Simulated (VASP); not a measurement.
# Sm (I4/mmm) in VASP: single point with LDA

Aim: the single point of Sm with LDA.

Everything below comes from runs of VASP 6.6.1. Logs are shortened: lines on timing, memory, paths and dates and some standing lists are left out, and cuts for length are marked.

## Step 1: The structure

Symmetry: I4/mmm, No. 139, tetragonal system. Conventional cell: a = 3.635 Å, b = 3.635 Å, c = 5.122 Å, α = 90.00°, β = 90.00°, γ = 90.00°. Around Sm (site symmetry 4/mmm) lie 12 Sm at 3.63 Å.

This isn't the form of Sm at room conditions, which is rhombohedral.

## Step 2: Single point, LDA, collinear spin, ferromagnetic start

The input, INCAR:

```
PREC     = Accurate       # precision mode
ENCUT    = 520            # plane-wave cutoff, eV
EDIFF    = 1E-7           # SCF threshold, eV
ISMEAR   = 0              # smearing method
SIGMA    = 0.1            # smearing width, eV
LREAL    = False          # projectors in reciprocal space
LASPH    = True           # aspherical terms in the spheres
NELM     = 100            # most SCF steps
ALGO     = Fast           # electronic algorithm
ISIF     = 2              # what is computed and relaxed
LWAVE    = False          # write WAVECAR
LCHARG   = False          # write CHGCAR
ISPIN    = 2              # spin polarisation
MAGMOM   = 5              # initial moments
LORBIT   = 11             # projections on sites
LMAXMIX  = 6              # l up to which the mixer works
GGA      = CA             # functional
NBANDS   = 18             # bands
```

The input, KPOINTS:

```
Automatic mesh
0
Gamma
  10 10 10
```

The input, POSCAR:

```
Sm
1.0
   -1.8173030691      1.8173030691      2.5609871902
    1.8173030691     -1.8173030691      2.5609871902
    1.8173030691      1.8173030691     -2.5609871902
Sm
1
Cartesian
    0.0000000000      0.0000000000      0.0000000000
```

Potentials or basis: VASP PAW PBE potentials, release 64 (Sm).

On the command line:

```console
cat potpaw_PBE.64/Sm/POTCAR > POTCAR
mpirun -np 1 vasp_std > vasp.out
```

OUTCAR:

```text
PREC = Accurate
   ENCUT = 520
   EDIFF = 1E-7
   ISMEAR = 0
   LREAL = False
   LASPH = True
   NELM = 100
   ISIF = 2
   ISPIN = 2
   LORBIT = 11
   GGA = CA

 ion  position               nearest neighbor table
   1  0.000  0.000  0.000-

  LATTYP: Found a body centered tetragonal cell.
 ALAT       =     3.6346061382
 C/A-ratio  =     1.4092240495

  Lattice vectors:

 A1 = (  -1.8173030691,   1.8173030691,   2.5609871902)
 A2 = (   1.8173030691,  -1.8173030691,   2.5609871902)
 A3 = (   1.8173030691,   1.8173030691,  -2.5609871902)

Analysis of symmetry for initial positions (statically):
=====================================================================
 Subroutine PRICEL returns:
 Original cell was already a primitive cell.

 Routine SETGRP: Setting up the symmetry group for a
 body centered tetragonal supercell.

 Subroutine GETGRP returns: Found 16 space group operations
 (whereof 16 operations were pure point group operations)
 out of a pool of 16 trial point group operations.

The static configuration has the point symmetry D_4h.

Analysis of symmetry for dynamics (positions and initial velocities):
=====================================================================
 Subroutine PRICEL returns:
 Original cell was already a primitive cell.

 Routine SETGRP: Setting up the symmetry group for a
 body centered tetragonal supercell.

 Subroutine GETGRP returns: Found 16 space group operations
 (whereof 16 operations were pure point group operations)
 out of a pool of 16 trial point group operations.

The dynamic configuration has the point symmetry D_4h.

Analysis of structural, dynamic, and magnetic symmetry:
=====================================================================
 Subroutine PRICEL returns:
 Original cell was already a primitive cell.

 Routine SETGRP: Setting up the symmetry group for a
 body centered tetragonal supercell.

 Subroutine GETGRP returns: Found 16 space group operations
 (whereof 16 operations were pure point group operations)
 out of a pool of 16 trial point group operations.

The overall configuration has the point symmetry D_4h.

 Subroutine INISYM returns: Found 16 space group operations
 (whereof 16 operations are pure point group operations),
 and found     1 'primitive' translations

----------------------------------------------------------------------------------------

                                     Primitive cell

  volume of cell :      33.8316

  direct lattice vectors                    reciprocal lattice vectors
    -1.817303069  1.817303069  2.560987190     0.000000000  0.275132975  0.195237212
     1.817303069 -1.817303069  2.560987190     0.275132975  0.000000000  0.195237212
     1.817303069  1.817303069 -2.560987190     0.275132975  0.275132975  0.000000000

  length of vectors
     3.628200143  3.628200143  3.628200143     0.337365859  0.337365859  0.389096785

  position of ions in fractional coordinates (direct lattice)
     0.000000000  0.000000000  0.000000000

  ion indices of the primitive-cell ions
   primitive index   ion index
                 1           1

----------------------------------------------------------------------------------------

 KPOINTS: Automatic mesh

Automatic generation of k-mesh.
 Grid dimensions read from file:
 generate k-points for:   10   10   10

 Generating k-lattice:

  Cartesian coordinates                     Fractional coordinates (reciprocal lattice)
     0.000000000  0.027513298  0.019523721     0.100000000  0.000000000 -0.000000000
     0.027513298  0.000000000  0.019523721     0.000000000  0.100000000 -0.000000000
     0.027513298  0.027513298  0.000000000     0.000000000  0.000000000  0.100000000

  Length of vectors
     0.033736586  0.033736586  0.038909678

  Shift w.r.t. Gamma in fractional coordinates (k-lattice)
     0.000000000  0.000000000  0.000000000

 Subroutine IBZKPT returns following result:
 ===========================================

 Found    102 irreducible k-points:

 Following reciprocal coordinates:
            Coordinates               Weight
  0.000000  0.000000  0.000000      1.000000
  0.100000  0.000000 -0.000000      8.000000
  0.200000  0.000000 -0.000000      8.000000
  0.300000 -0.000000  0.000000      8.000000
  0.400000  0.000000  0.000000      8.000000
  0.500000  0.000000 -0.000000      4.000000
[... 16 lines left out ...]
  0.300000  0.300000  0.000000      8.000000
  0.400000  0.300000 -0.000000     16.000000
 [... further k-points ...]
   k-points           NKPTS =    102   k-points in BZ     NKDIM =    102   number of bands    NBANDS=     18
   number of dos      NEDOS =    301   number of ions     NIONS =      1
   total plane-waves  NPLWV =  21952
   dimension x,y,z NGX =    28 NGY =   28 NGZ =   28
   dimension x,y,z NGXF=    56 NGYF=   56 NGZF=   56
   ions per type =               1
   NGX,Y,Z   is equivalent  to a cutoff of  12.83, 12.83, 12.83 a.u.
   NGXF,Y,Z  is equivalent  to a cutoff of  25.66, 25.66, 25.66 a.u.
 SYSTEM =  unknown system
   PREC   = accura    normal or accurate (medium, high low for compatibility)
   ISTART =      0    job   : 0-new  1-cont  2-samecut
   ICHARG =      2    charge: 1-file 2-atom 10-const
   ISPIN  =      2    spin polarized calculation?
   LNONCOLLINEAR =      F non collinear calculations
   LSORBIT =      F    spin-orbit coupling
   LASPH  =      T    aspherical Exc in radial PAW
   ENCUT  =  520.0 eV  38.22 Ry    6.18 a.u.   6.75  6.75  6.75*2*pi/ulx,y,z
   NELM   =    100;   NELMIN=  2; NELMDL= -5     # of ELM steps
   EDIFF  = 0.1E-06   stopping-criterion for ELM
   LREAL  =      F    real-space projection
   EDIFFG = 0.1E-05   stopping-criterion for IOM
   NSW    =      0    number of steps for IOM
   IBRION =     -1    ionic relax: 0-MD 1-quasi-New 2-CG
   NFREE  =      0    steps in history (QN), initial steepest desc. (CG)
   ISIF   =      2    stress and relaxation
   ISYM   =      2    0-nonsym 1-usesym 2-fastsym
   POTIM  = 0.5000    time-step for ionic-motion
   TEBEG  =    0.0;   TEEND  =   0.0 temperature during run
   PSTRESS=    0.0 pullay stress
   NELECT =      16.0000    total number of electrons
   NUPDOWN=      -1.0000    fix difference up-down
   EMIN   =  10.00;   EMAX   =-10.00  energy-range for DOS
   EFERMI =   0.00;   METHOD = LEGACY
   ISMEAR =     0;   SIGMA  =   0.10  broadening in eV -4-tet -1-fermi 0-gaus
   EFERMI_NEDOS =   21; number of points for ismear=-14 and -15
   IALGO  =     68    algorithm
   IMIX   =      4    mixing-type and parameters
     AMIX     =   0.40;   BMIX     =  1.00
     AMIX_MAG =   1.60;   BMIX_MAG =  1.00
  volume/ion in A,a.u.               =      33.83       228.31
  Fermi-wavevector in a.u.,A,eV,Ry     =   1.275481  2.410310 22.134675  1.626853
  Thomas-Fermi vector in A             =   2.408191
   LORBIT       =     11    0 simple, 1 ext, 2 COOP (PROOUT), +10 PAW based schemes
   GGA     = CA    functional components
   LHFCALC =     F    Hartree Fock is set to
   AEXX    =    0.0000 exact exchange contribution
   IVDW    =     0    specifies the selected vdW correction
   LEPSILON=     F    determine dielectric tensor
   LRPA    =     F    only Hartree local field effects (RPA)
 spin polarized calculation
 RMM-DIIS sequential band-by-band and
 Gauss-broadening in eV      SIGMA  =   0.10
  energy-cutoff  :      520.00
  volume of cell :       33.83
 maximum number of plane-waves:       934
   NGX = 13   NGY = 13   NGZ = 13

 number of electron      15.9999999 magnetization       6.3653339

 Free energy of the ion-electron system (eV)
  ---------------------------------------------------
  ext. energy  EPLUGINS =         0.00000000
  ---------------------------------------------------
  free energy    TOTEN  =        -9.47377456 eV

  energy without entropy =       -9.41499304  energy(sigma->0) =       -9.44438380

 E-fermi :   2.7646     XC(G=0): -10.0831

 val. band max:        2.7641952257   @ k =   0.3000   0.3000   0.0000
 cond. band min:       2.7670204401   @ k =  -0.4000  -0.4000   0.4000
 fundamental gap:      0.0028252144
 Fermi energy:         2.7645920091

 spin component 1

 k-point     1 :       0.0000    0.0000    0.0000
  band No.  band energies     occupation
      1     -36.9358      1.00000
      2     -16.1956      1.00000
      3     -16.1956      1.00000
      4     -16.1947      1.00000
      5      -1.5706      1.00000
      6       2.3658      1.00000
[... 10 lines left out ...]
     17       7.1883      0.00000
     18      12.1912      0.00000

 k-point     2 :       0.1000    0.0000   -0.0000
  band No.  band energies     occupation
      1     -36.9259      1.00000
      2     -16.3007      1.00000
      3     -16.2085      1.00000
      4     -16.2075      1.00000
      5      -1.2826      1.00000
      6       2.3512      1.00000
[... 10 lines left out ...]
     17       6.9661      0.00000
     18      12.7430      0.00000
[... 442 lines left out ...]
 k-point    24 :       0.4000    0.3000   -0.0000
  band No.  band energies     occupation
      1     -36.8043      1.00000
      2     -16.9750      1.00000
      3     -16.7633      1.00000
      4     -16.4416      1.00000
      5       1.7253      1.00000
      6       2.4241      1.00000
[... 10 lines left out ...]
     17       9.4241      0.00000
     18      11.9475      0.00000

 [... further k-points ...]

 spin component 2

 k-point     1 :       0.0000    0.0000    0.0000
  band No.  band energies     occupation
      1     -34.5155      1.00000
      2     -14.2456      1.00000
      3     -14.2456      1.00000
      4     -14.2446      1.00000
      5      -0.6896      1.00000
      6       5.5825      0.00000
[... 10 lines left out ...]
     17       8.7998      0.00000
     18      13.4656      0.00000

 k-point     2 :       0.1000    0.0000   -0.0000
  band No.  band energies     occupation
      1     -34.5038      1.00000
      2     -14.3684      1.00000
      3     -14.2601      1.00000
      4     -14.2590      1.00000
      5      -0.3889      1.00000
      6       5.0460      0.00000
[... 10 lines left out ...]
     17       8.8314      0.00000
     18      13.9766      0.00000
[... 442 lines left out ...]
 k-point    24 :       0.4000    0.3000   -0.0000
  band No.  band energies     occupation
      1     -34.3599      1.00000
      2     -15.1413      1.00000
      3     -14.8988      1.00000
      4     -14.5259      1.00000
      5       2.7286      0.69478
      6       3.5803      0.00000
[... 10 lines left out ...]
     17      11.0245      0.00000
     18      13.2202      0.00000

 [... further k-points ...]
[... 5 lines left out ...]
  --------------------------------------------------------------------------------------
  -------------------------------------------------------------------------------------
  Total       -0.2761139     -0.2761139     -0.2709591      0.0000000     -0.0000000      0.0000000
  in kB      -13.0760539    -13.0760539    -12.8319371      0.0000000     -0.0000000      0.0000000
  external PRESSURE =     -12.9946816 kB  Pullay stress =       0.0000000 kB

 VOLUME and BASIS-vectors are now :
 -----------------------------------------------------------------------------
  energy-cutoff  :      520.00
  volume of cell :       33.83
      direct lattice vectors                 reciprocal lattice vectors
    -1.817303069  1.817303069  2.560987190     0.000000000  0.275132975  0.195237212
     1.817303069 -1.817303069  2.560987190     0.275132975  0.000000000  0.195237212
     1.817303069  1.817303069 -2.560987190     0.275132975  0.275132975  0.000000000

 POSITION                                       TOTAL-FORCE (eV/Angst)
 -----------------------------------------------------------------------------------
      0.00000      0.00000      0.00000        -0.000000     -0.000000      0.000000
 -----------------------------------------------------------------------------------
    total drift:                                0.000000     -0.000000     -0.000000

  FREE ENERGIE OF THE ION-ELECTRON SYSTEM (eV)
  ---------------------------------------------------
  free  energy   TOTEN  =        -9.4737745596 eV

  energy  without entropy=       -9.4149930429  energy(sigma->0) =       -9.44438380

 total charge

# of ion       s       p       d       f       tot
--------------------------------------------------
    1        2.077   5.556   0.462   5.515  13.610

 magnetization (x)

# of ion       s       p       d       f       tot
--------------------------------------------------
    1        0.001  -0.040   0.217   5.507   5.685
```

It took 3.8 min on 1 thread of Intel Xeon Platinum 8559C (Emerald Rapids), shared host; peak memory 0.24 GiB.

What came out:

```yaml
Free_energy: -9.4738 eV
Pressure: -1.3 GPa
Band_gap_on_the_k_mesh: none (metal or under the smearing width)
Net_moment: 6.37 μB per cell
Site_moments: Sm +5.68 μB
Valence_electrons_inside_the_program's_atomic_spheres: Sm 13.61
```

Levels at points of the mesh, in eV from the Fermi level:
Spin up:
```csv
k point,band 9,band 10,band 11,band 12,band 13,band 14,band 15,band 16
"(0.00, 0.00, 0.00)",-0.21,-0.01,-0.01,-0.01,1.85,1.85,1.89,4.33
"(0.50, 0.00, 0.00)",-0.10,-0.01,-0.01,0.00,1.65,1.68,1.91,6.19
"(0.50, 0.50, 0.00)",-0.24,-0.15,-0.04,-0.04,0.01,3.42,6.23,6.76
"(0.50, 0.50, 0.50)",-0.24,-0.15,-0.04,-0.04,0.01,3.47,6.23,6.77
```
Spin down:
```
           k point  band 1  band 2  band 3  band 4  band 5  band 6  band 7  band 8  band 9  band 10
(0.00, 0.00, 0.00)  -37.28  -17.01  -17.01  -17.01   -3.45    2.82    2.90    2.90    2.93     3.25
(0.50, 0.00, 0.00)  -37.16  -18.17  -17.16  -17.15   -1.05    2.41    2.62    2.66    2.99     3.37
(0.50, 0.50, 0.00)  -37.12  -18.08  -17.42  -17.41   -1.12   -0.16    3.14    3.38    3.39     3.45
(0.50, 0.50, 0.50)  -37.11  -18.08  -17.42  -17.42   -1.12   -0.17    3.15    3.39    3.39     3.45
```

Caveat: the magnetic or orbital state may not be the lowest; the PAW data sets were made with another functional, which shifts forces and pressure a little; spin-orbit coupling is left out, which moves the levels of the heavy elements. The state reached can hang on the start; a lower one may exist.
